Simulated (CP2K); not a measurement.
Runs of CP2K 2026.2 on Ir. It takes space group Fm-3m (No. 225, cubic). Conventional cell: a = 3.831 Å, b = 3.831 Å, c = 3.831 Å, α = 90.00°, β = 90.00°, γ = 90.00°. Around Ir (site symmetry m-3m) lie 12 Ir at 2.71 Å. 

```tsv
level	potentials or basis	smearing	EPS_DEFAULT	NGRIDS	basis sets	potentials	points a segment of the path (NPOINTS)	gap on the mesh (eV)	pressure (GPa)
r2SCAN	POTENTIAL_UZH Ir GTH-SCAN-q17; TZVP-MOLOPT-SCAN-GTH basis	fermi-dirac 0.05 eV	1.0E-9	5	Ir TZVP-MOLOPT-SCAN-GTH-q17	Ir GTH-SCAN-q17 of POTENTIAL_UZH	6	none	-4.9
LDA	GTH_POTENTIALS Ir GTH-PADE-q17; TZVP-MOLOPT-PBE-GTH basis	fermi-dirac 0.0259 eV	1.0E-9	4	Ir TZVP-MOLOPT-PBE-GTH-q17	Ir GTH-PADE-q17 of GTH_POTENTIALS	6	none	-18.8
PBE	POTENTIAL_UZH Ir GTH-PBE-q17; TZVP-MOLOPT-PBE-GTH basis	fermi-dirac 0.01 eV	1.0E-9	5	Ir TZVP-MOLOPT-PBE-GTH-q17	Ir GTH-PBE-q17 of POTENTIAL_UZH	8	none	9.2
TB-mBJ	POTENTIAL_UZH Ir GTH-PBE-q17; TZVP-MOLOPT-PBE-GTH basis	fermi-dirac 0.05 eV	1.0E-10	5	Ir TZVP-MOLOPT-PBE-GTH-q17	Ir GTH-PBE-q17 of POTENTIAL_UZH	10	none	-
PBEsol	POTENTIAL_UZH Ir GTH-PBE-q17; TZVP-MOLOPT-PBE-GTH basis	fermi-dirac 0.01 eV	1.0E-9	4	Ir TZVP-MOLOPT-PBE-GTH-q17	Ir GTH-PBE-q17 of POTENTIAL_UZH	10	none	(a)
```

Alike in all rows: task band structure; no spin polarisation; cell as given; k mesh 12 × 12 × 12.

Fill in the values left out.

(a) -1.7.

Caveats: the basis of atomic orbitals isn't converged, which shifts pressures, moduli and gaps; the potentials were made for another functional, which shifts forces and pressure (some runs); so large a pressure means that the cell lies far from this level's equilibrium, or that cutoff or potentials fall short (some runs); this is a model potential without an energy functional, so only levels have meaning (some runs).

A k mesh can miss the band edges, and the runs leave out spin-orbit coupling on Ir.

A gap of «none» marks a metal or a gap under the smearing width.

Not every run made on this cell is shown here.
